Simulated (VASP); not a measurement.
Method: PBEsol GGA, VASP's PBE PAW potentials (set 64) (plane waves; VASP).

Input for VASP

### POSCAR
```
BaF2
1
    0.0000000000     3.0881704996     3.0881704996
    3.0881704996     0.0000000000     3.0881704996
    3.0881704996     3.0881704996     0.0000000000
Ba F
1 2
Direct
  0.0000000000   0.0000000000   0.0000000000
  0.2500000000   0.2500000000   0.2500000000
  0.7500000000   0.7500000000   0.7500000000
```

KPOINTS:
```
K-points
0
Gamma
7 7 7
0 0 0
```

INCAR:
```
# general
SYSTEM   =  BaF2
PREC     =  Accurate
ENCUT    =  520
LREAL    =  .FALSE.
LASPH    =  .TRUE.

# electronic loop
EDIFF    =  1E-7
NELM     =  100
ALGO     =  Normal
LMAXMIX  =  4

# smearing
ISMEAR   =  -5

# functional
GGA      =  PS

# ions
ISIF     =  2

# output
LWAVE    =  .FALSE.
LCHARG   =  .TRUE.
LORBIT   =  11
NEDOS    =  601
```

POTCAR, in this order: Ba_sv F (PBE.64 set). Program: vasp_std.

Output of the run:

**OUTCAR**
```
 ion  position               nearest neighbor table
   1  0.000  0.000  0.000-   3 2.67   3 2.67   3 2.67   2 2.67   2 2.67   2 2.67   3 2.67   2 2.67
  LATTYP: Found a face centered cubic cell.
 ALAT       =     6.1763409992
 Subroutine PRICEL returns:
 Original cell was already a primitive cell.
 Subroutine GETGRP returns: Found 48 space group operations
The static configuration has the point symmetry O_h .
The dynamic configuration has the point symmetry O_h .
 Subroutine INISYM returns: Found 48 space group operations
 Subroutine IBZKPT returns following result:
 Found     20 irreducible k-points:

 Following reciprocal coordinates:
            Coordinates               Weight
  0.000000  0.000000  0.000000      1.000000
  0.142857  0.000000  0.000000      8.000000
  0.285714  0.000000  0.000000      8.000000
  0.428571  0.000000  0.000000      8.000000
  0.142857  0.142857  0.000000      6.000000
  0.285714  0.142857  0.000000     24.000000
  0.428571  0.142857  0.000000     24.000000
 -0.428571  0.142857  0.000000     24.000000
 -0.285714  0.142857  0.000000     24.000000
 -0.142857  0.142857  0.000000     12.000000
  0.285714  0.285714  0.000000      6.000000
  0.428571  0.285714  0.000000     24.000000
 -0.428571  0.285714  0.000000     24.000000
 -0.285714  0.285714  0.000000     12.000000
  0.428571  0.428571  0.000000      6.000000
 -0.428571  0.428571  0.000000     12.000000
  0.428571  0.285714  0.142857     24.000000
 -0.428571  0.285714  0.142857     48.000000
 -0.428571  0.428571  0.142857     24.000000
 -0.285714  0.428571  0.142857     24.000000
   k-points           NKPTS =     20   k-points in BZ     NKDIM =     20   number of bands    NBANDS=     16
   number of dos      NEDOS =    601   number of ions     NIONS =      3
   total plane-waves  NPLWV =  32768
   dimension x,y,z NGX =    32 NGY =   32 NGZ =   32
   dimension x,y,z NGXF=    64 NGYF=   64 NGZF=   64
...
```

**OSZICAR**
```
       N       E                     dE             d eps       ncg     rms          rms(c)
DAV:   1     0.157813791790E+03    0.15781E+03   -0.13127E+04   640   0.140E+03
DAV:   2    -0.130370492239E+02   -0.17085E+03   -0.16835E+03   840   0.292E+02
DAV:   3    -0.190570304877E+02   -0.60200E+01   -0.60144E+01   848   0.643E+01
DAV:   4    -0.191506864650E+02   -0.93656E-01   -0.93637E-01   816   0.692E+00
DAV:   5    -0.191544168240E+02   -0.37304E-02   -0.37303E-02   872   0.972E-01    0.809E+00
DAV:   6    -0.176468590513E+02    0.15076E+01   -0.82745E+00   640   0.227E+01    0.448E+00
DAV:   7    -0.176255094676E+02    0.21350E-01   -0.30733E-01   824   0.509E+00    0.226E+00
DAV:   8    -0.176311739395E+02   -0.56645E-02   -0.47503E-02   792   0.263E+00    0.279E-01
DAV:   9    -0.176388947176E+02   -0.77208E-02   -0.15061E-02   768   0.833E-01    0.154E-01
DAV:  10    -0.176416686466E+02   -0.27739E-02   -0.52167E-03   664   0.468E-01    0.415E-02
DAV:  11    -0.176416529942E+02    0.15652E-04   -0.25815E-04   832   0.127E-01    0.184E-02
DAV:  12    -0.176416908977E+02   -0.37903E-04   -0.85800E-05   648   0.628E-02    0.362E-03
DAV:  13    -0.176416910522E+02   -0.15455E-06   -0.84890E-07   888   0.697E-03    0.200E-03
DAV:  14    -0.176416916048E+02   -0.55256E-06   -0.71474E-07   656   0.560E-03    0.105E-03
DAV:  15    -0.176416915164E+02    0.88312E-07   -0.12995E-07   600   0.248E-03
   1 F= -.17641692E+02 E0= -.17641692E+02  d E =0.000000E+00
```

File OUTCAR:
```
------------------------ aborting loop because EDIFF is reached ----------------------------------------
  FORCE on cell =-STRESS in cart. coord.  units (eV):
  Direction    XX          YY          ZZ          XY          YZ          ZX
  --------------------------------------------------------------------------------------
  Total        0.0165814      0.0165814      0.0165814     -0.0000000      0.0000000     -0.0000000
  in kB        0.4510220      0.4510220      0.4510220     -0.0000000      0.0000000     -0.0000000
  external PRESSURE =       0.4510220 kB  Pullay stress =       0.0000000 kB
  volume of cell :       58.90
      direct lattice vectors                 reciprocal lattice vectors
     0.000000000  3.088170500  3.088170500    -0.161908159  0.161908159  0.161908159
     3.088170500  0.000000000  3.088170500     0.161908159 -0.161908159  0.161908159
     3.088170500  3.088170500  0.000000000     0.161908159  0.161908159 -0.161908159
 POSITION                                       TOTAL-FORCE (eV/Angst)
 -----------------------------------------------------------------------------------
      0.00000      0.00000      0.00000        -0.000000      0.000000      0.000000
      1.54409      1.54409      1.54409        -0.000000     -0.000000     -0.000000
      4.63226      4.63226      4.63226         0.000000      0.000000      0.000000
 -----------------------------------------------------------------------------------
    total drift:                               -0.000000     -0.000000      0.000000
  FREE ENERGIE OF THE ION-ELECTRON SYSTEM (eV)
  ---------------------------------------------------
  free  energy   TOTEN  =       -17.6416915164 eV

  energy  without entropy=      -17.6416915164  energy(sigma->0) =      -17.64169152

 total charge

# of ion       s       p       d       tot
------------------------------------------
    1        1.995   5.636   0.242   7.873
    2        1.732   4.348   0.000   6.080
    3        1.732   4.348   0.000   6.080
--------------------------------------------------
tot          5.459  14.333   0.242  20.034
```
(Selected blocks of OUTCAR.)

OUTCAR:
```
 val. band max:       -2.1613318133   @ k =   0.4286   0.2857   0.1429

 cond. band min:       4.5320539236   @ k =   0.0000   0.0000   0.0000


 Fermi energy:        -2.1307066788

 k-point     1 :       0.0000    0.0000    0.0000
  band No.  band energies     occupation
      1     -25.1931      2.00000
      2     -20.9686      2.00000
      3     -20.9095      2.00000
      4     -10.0053      2.00000
      5     -10.0053      2.00000
      6     -10.0053      2.00000
      7      -3.7079      2.00000
      8      -3.7079      2.00000
      9      -3.7079      2.00000
     10      -2.2281      2.00000
     11      -2.2281      2.00000
     12      -2.2281      2.00000
     13       4.5321      0.00000
     14       7.0057      0.00000
     15       7.0057      0.00000
     16       9.2741      0.00000

 k-point     2 :       0.1429    0.0000    0.0000
  band No.  band energies     occupation
      1     -25.1528      2.00000
      2     -20.9898      2.00000
      3     -20.9599      2.00000
      4     -10.0440      2.00000
      5     -10.0391      2.00000
      6     -10.0391      2.00000
      7      -3.6188      2.00000
      8      -3.6188      2.00000
      9      -3.4849      2.00000
     10      -2.3743      2.00000
     11      -2.2564      2.00000
     12      -2.2564      2.00000
     13       4.9929      0.00000
     14       6.9975      0.00000
     15       6.9975      0.00000
     16       9.0293      0.00000

 k-point     3 :       0.2857    0.0000    0.0000
  band No.  band energies     occupation
      1     -25.0578      2.00000
      2     -21.1022      2.00000
      3     -21.0150      2.00000
      4     -10.1194      2.00000
      5     -10.1123      2.00000
      6     -10.1123      2.00000
      7      -3.4322      2.00000
      8      -3.4322      2.00000
      9      -2.9821      2.00000
     10      -2.6408      2.00000
     11      -2.3024      2.00000
     12      -2.3024      2.00000
     13       5.9612      0.00000
...
```

Unless said otherwise, spin-orbit coupling is left out, though it shifts the bands of the heavy elements here.

The compound is BaF2 in the fluorite structure. It was relaxed first.
